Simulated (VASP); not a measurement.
# Te2Mo in VASP: further runs

One slab, Te2Mo, is run at these levels: PBE0; tasks: single point.

Program: VASP 6.6.1. These are calculated values, not measurements. Logs are shortened: lines on timing, memory, paths and dates and some standing lists are left out, and cuts for length are marked.

## 1. The slab as given

The cell holds a slab with vacuum, 3 atoms: a = 3.560 Å, b = 3.560 Å, c = 17.524 Å, α = 90.00°, β = 90.00°, γ = 120.00°.

## 2. Single point, PBE0

POSCAR

```
Te2Mo
1.0
    3.5602328140      0.0000000000      0.0000000000
   -1.7801164070      3.0832520603      0.0000000000
    0.0000000000      0.0000000000     17.5240578200
Te Mo
2 1
Direct
    0.3333333333      0.6666666667      0.1021445500
    0.3333333333      0.6666666667      0.8978554500
    0.0000000000      0.0000000000      0.0000000000
```

INCAR.step1

```
PREC = Accurate
ENCUT = 350
EDIFF = 1E-5
ISMEAR = 0
SIGMA = 0.01
LREAL = F
LASPH = T
NELM = 100
ALGO = Normal
ISIF = 2
LWAVE = T
NBANDS = 21
NKRED = 1
GGA = PE
```

INCAR.step2

```
PREC = Accurate
ENCUT = 350
EDIFF = 1E-6
ISMEAR = 0
SIGMA = 0.01
LREAL = F
LASPH = T
NELM = 100
ALGO = Normal
ISIF = 2
LWAVE = F
LCHARG = F
GGA = PE
LHFCALC = T
AEXX = 0.25
PRECFOCK = Fast
NBANDS = 21
NKRED = 1
ISTART = 1
```

KPOINTS

```
regular mesh
0
Gamma
  7 7 2
```

Potentials or basis: VASP PAW PBE potentials, release 64 (Te, Mo_sv).

Started as:

```sh
cat potpaw_PBE.64/Te/POTCAR potpaw_PBE.64/Mo_sv/POTCAR > POTCAR
cp INCAR.step1 INCAR
mpirun -np 1 vasp_std > vasp.out
cp INCAR.step2 INCAR
mpirun -np 1 vasp_std > vasp.out
```

OUTCAR:

```text
PREC = Accurate
   ENCUT = 350
   EDIFF = 1E-6
   ISMEAR = 0
   LREAL = F
   LASPH = T
   NELM = 100
   ISIF = 2
   GGA = PE
   LHFCALC = T
   AEXX = 0.25
   PRECFOCK = Fast
   NKRED = 1
   ISTART = 1

 Found     16 irreducible k-points:

 Following reciprocal coordinates:
            Coordinates               Weight
  0.000000  0.000000  0.000000      1.000000
  0.142857  0.000000  0.000000      6.000000
  0.285714  0.000000  0.000000      6.000000
  0.428571  0.000000  0.000000      6.000000
  0.142857  0.142857  0.000000      6.000000
  0.285714  0.142857  0.000000     12.000000
   k-points           NKPTS =     16   k-points in BZ     NKDIM =     98   number of bands    NBANDS=     21
   number of dos      NEDOS =    301   number of ions     NIONS =      3
   total plane-waves  NPLWV =  62208
   dimension x,y,z NGX =    24 NGY =   24 NGZ =  108
   dimension x,y,z NGXF=    48 NGYF=   48 NGZF=  216
   ions per type =               2   1
   NGX,Y,Z   is equivalent  to a cutoff of  11.21, 11.21, 10.25 a.u.
   NGXF,Y,Z  is equivalent  to a cutoff of  22.41, 22.41, 20.49 a.u.
 SYSTEM =  unknown system
   PREC   = accura    normal or accurate (medium, high low for compatibility)
   ISTART =      1    job   : 0-new  1-cont  2-samecut
   ICHARG =      0    charge: 1-file 2-atom 10-const
   ISPIN  =      1    spin polarized calculation?
   LNONCOLLINEAR =      F non collinear calculations
   LSORBIT =      F    spin-orbit coupling
   LASPH  =      T    aspherical Exc in radial PAW
   ENCUT  =  350.0 eV  25.72 Ry    5.07 a.u.   5.43  5.43 26.73*2*pi/ulx,y,z
   NELM   =    100;   NELMIN=  2; NELMDL=  0     # of ELM steps
   EDIFF  = 0.1E-05   stopping-criterion for ELM
   LREAL  =      F    real-space projection
   EDIFFG = 0.1E-04   stopping-criterion for IOM
   NSW    =      0    number of steps for IOM
   IBRION =     -1    ionic relax: 0-MD 1-quasi-New 2-CG
   NFREE  =      0    steps in history (QN), initial steepest desc. (CG)
   ISIF   =      2    stress and relaxation
   ISYM   =      3    0-nonsym 1-usesym 2-fastsym
   POTIM  = 0.5000    time-step for ionic-motion
   TEBEG  =    0.0;   TEEND  =   0.0 temperature during run
   PSTRESS=    0.0 pullay stress
   NELECT =      26.0000    total number of electrons
   NUPDOWN=      -1.0000    fix difference up-down
   EMIN   =  10.00;   EMAX   =-10.00  energy-range for DOS
   EFERMI =   0.00;   METHOD = LEGACY
   ISMEAR =     0;   SIGMA  =   0.01  broadening in eV -4-tet -1-fermi 0-gaus
   EFERMI_NEDOS =   21; number of points for ismear=-14 and -15
   IALGO  =     38    algorithm
   IMIX   =      1    mixing-type and parameters
     AMIX     =   0.40;   BMIX     =  1.00
     AMIX_MAG =   1.60;   BMIX_MAG =  1.00
  volume/ion in A,a.u.               =      64.12       432.71
  Fermi-wavevector in a.u.,A,eV,Ry     =   0.840153  1.587660  9.603777  0.705858
  Thomas-Fermi vector in A             =   1.954489
   LORBIT       =      0    0 simple, 1 ext, 2 COOP (PROOUT), +10 PAW based schemes
   GGA     = PE    functional components
   LHFCALC =     T    Hartree Fock is set to
   PRECFOCK=fast      Normal, Fast or Accurate (Low or Medium for compatibility)
   ENCUT4O =  -1.0   cutoff for four orbital integrals eV
   NKREDX  =     1    reduce k-point grid by
   NKREDY  =     1    reduce k-point grid by
   NKREDZ  =     1    reduce k-point grid by
   AEXX    =    0.2500 exact exchange contribution
   HFSCREEN=    0.0000 screening length (either q_TF or 0.3 A-1)
   HFSCREENC=   0.0000 screening length for correlation (either q_TF or 0.3 A-1)
   ENCUTFOCK=  -1.0 apply spherical cutoff to Coloumb kernel
   IVDW    =     0    specifies the selected vdW correction
   LEPSILON=     F    determine dielectric tensor
   LRPA    =     F    only Hartree local field effects (RPA)
 non-spin polarized calculation
 Gauss-broadening in eV      SIGMA  =   0.01
  energy-cutoff  :      350.00
  volume of cell :      192.36
 maximum number of plane-waves:      2969
 NGX is ok and might be reduce to    24
  NGX = 14; NGY = 14; NGZ = 70

 number of electron      26.0000004 magnetization

 Free energy of the ion-electron system (eV)
  ---------------------------------------------------
  ext. energy  EPLUGINS =         0.00000000
  ---------------------------------------------------
  free energy    TOTEN  =       -23.99564593 eV

  energy without entropy =      -23.99564593  energy(sigma->0) =      -23.99564593

 E-fermi :  -0.6265     XC(G=0):  -3.7075

 val. band max:       -0.7185843619   @ k =   0.2857   0.2857   0.5000
 cond. band min:       1.7874947552   @ k =   0.2857   0.2857   0.0000
 fundamental gap:      2.5060791171
 Fermi energy:        -0.6264738052

 k-point     1 :       0.0000    0.0000    0.0000
  band No.  band energies     occupation
      1     -65.3885      2.00000
      2     -38.1130      2.00000
      3     -37.9979      2.00000
      4     -37.9979      2.00000
      5     -14.4750      2.00000
      6     -13.3627      2.00000
      7      -6.2132      2.00000
      8      -2.6304      2.00000
      9      -2.6304      2.00000
     10      -2.4982      2.00000
     11      -1.6289      2.00000
     12      -1.6289      2.00000
     13      -1.0417      2.00000
     14       3.7929      0.00000
     15       3.7929      0.00000
     16       4.1513      0.00000
     17       4.1513      0.00000
     18       4.6266      0.00000
     19       5.1302      0.00000
     20       5.9556      0.00000
     21       6.9906      0.00000

 k-point     2 :       0.1429    0.0000    0.0000
  band No.  band energies     occupation
      1     -65.3863      2.00000
      2     -38.1069      2.00000
      3     -38.0270      2.00000
      4     -38.0048      2.00000
      5     -14.1746      2.00000
      6     -13.1604      2.00000
      7      -5.8828      2.00000
      8      -3.2782      2.00000
      9      -3.0723      2.00000
     10      -2.3665      2.00000
     11      -2.0181      2.00000
     12      -1.4872      2.00000
     13      -1.1238      2.00000
     14       2.8799      0.00000
     15       2.9367      0.00000
     16       3.5475      0.00000
     17       4.0589      0.00000
     18       5.0095      0.00000
     19       5.4755      0.00000
     20       6.3658      0.00000
     21       7.9208      0.00000

 k-point     3 :       0.2857    0.0000    0.0000
  band No.  band energies     occupation
      1     -65.3814      2.00000
      2     -38.0935      2.00000
      3     -38.0932      2.00000
      4     -38.0211      2.00000
      5     -13.3714      2.00000
      6     -12.6254      2.00000
      7      -5.3576      2.00000
      8      -4.5316      2.00000
      9      -4.2378      2.00000
     10      -2.7261      2.00000
     11      -2.0434      2.00000
     12      -1.7122      2.00000
     13      -1.5772      2.00000
     14       2.1228      0.00000
     15       2.5844      0.00000
     16       3.0809      0.00000
     17       4.4166      0.00000
     18       5.8416      0.00000
     19       6.3914      0.00000
     20       7.0278      0.00000
     21       7.4332      0.00000

 k-point     4 :       0.4286    0.0000    0.0000
  band No.  band energies     occupation
      1     -65.3774      2.00000
      2     -38.1466      2.00000
      3     -38.0819      2.00000
      4     -38.0344      2.00000
      5     -12.4928      2.00000
      6     -12.0666      2.00000
      7      -6.4299      2.00000
      8      -5.4484      2.00000
      9      -4.4457      2.00000
     10      -3.1951      2.00000
     11      -2.4086      2.00000
     12      -1.5363      2.00000
     13      -1.1279      2.00000
     14       2.0452      0.00000
     15       2.3502      0.00000
     16       3.9438      0.00000
     17       4.5552      0.00000
     18       5.1736      0.00000
     19       6.7455      0.00000
     20       7.0594      0.00000
     21       7.6119      0.00000

 k-point     5 :       0.1429    0.1429    0.0000
  band No.  band energies     occupation
      1     -65.3827      2.00000
      2     -38.0971      2.00000
      3     -38.0711      2.00000
      4     -38.0205      2.00000
      5     -13.6195      2.00000
      6     -12.7882      2.00000
      7      -5.3749      2.00000
      8      -4.1590      2.00000
      9      -3.6514      2.00000
     10      -3.0904      2.00000
     11      -2.1760      2.00000
     12      -1.4362      2.00000
     13      -1.3277      2.00000
     14       2.1216      0.00000
     15       2.5901      0.00000
     16       2.6633      0.00000
     17       4.2728      0.00000
     18       5.6174      0.00000
     19       6.1352      0.00000
     20       6.9665      0.00000
     21       8.5548      0.00000

 k-point     6 :       0.2857    0.1429    0.0000
  band No.  band energies     occupation
      1     -65.3784      2.00000
      2     -38.1223      2.00000
      3     -38.0847      2.00000
      4     -38.0437      2.00000
      5     -12.7398      2.00000
      6     -12.2109      2.00000
      7      -5.7356      2.00000
      8      -4.9215      2.00000
      9      -4.3891      2.00000
     10      -3.5633      2.00000
     11      -2.6345      2.00000
     12      -2.0280      2.00000
     13      -1.1097      2.00000
     14       1.9764      0.00000
     15       2.3393      0.00000
     16       3.0465      0.00000
     17       4.3586      0.00000
     18       6.3713      0.00000
     19       6.9149      0.00000
     20       7.1721      0.00000
     21       7.9785      0.00000

 [... further k-points ...]

------------------------ aborting loop because EDIFF is reached ----------------------------------------

  FORCE on cell =-STRESS in cart. coord.  units (eV):
  Direction    XX          YY          ZZ          XY          YZ          ZX
  --------------------------------------------------------------------------------------
  -------------------------------------------------------------------------------------
  Total       -1.7405305     -1.7405305     -1.2893757      0.0000000      0.0000000      0.0000000
  in kB      -14.4967317    -14.4967317    -10.7391021      0.0000000      0.0000000      0.0000000
  external PRESSURE =     -13.2441885 kB  Pullay stress =       0.0000000 kB

 VOLUME and BASIS-vectors are now :
 -----------------------------------------------------------------------------
  energy-cutoff  :      350.00
  volume of cell :      192.36
      direct lattice vectors                 reciprocal lattice vectors
     3.560232814  0.000000000  0.000000000     0.280880508  0.162166437  0.000000000
    -1.780116407  3.083252060  0.000000000     0.000000000  0.324332873  0.000000000
     0.000000000  0.000000000 17.524057820     0.000000000  0.000000000  0.057064409

 POSITION                                       TOTAL-FORCE (eV/Angst)
 -----------------------------------------------------------------------------------
     -0.00000      2.05550      1.78999        -0.000000     -0.000000     -0.313688
     -0.00000      2.05550     15.73407        -0.000000     -0.000000      0.313688
      0.00000      0.00000      0.00000         0.000000      0.000000      0.000000
 -----------------------------------------------------------------------------------
    total drift:                                0.000000      0.000000      0.000000

  FREE ENERGIE OF THE ION-ELECTRON SYSTEM (eV)
  ---------------------------------------------------
  free  energy   TOTEN  =       -23.9956459302 eV

  energy  without entropy=      -23.9956459302  energy(sigma->0) =      -23.99564593
```

Run time: 25 min. Hardware: 1 thread of Intel Xeon 6975P-C (Granite Rapids), shared host; peak memory 0.28 GiB.

The run converged, but some of its settings lie outside the range that counts as converged, so its numbers aren't taken as properties of the slab.

What came out:

```
Free energy            : -23.9956 eV
Largest force          : 0.314 eV/Å
Band gap on the k mesh : 2.51 eV, direct
```

Caveat: the PAW data sets were made with another functional, which shifts forces and pressure a little; spin-orbit coupling is left out, which moves the levels of the heavy elements.

(Continued in part 2 of 2.)
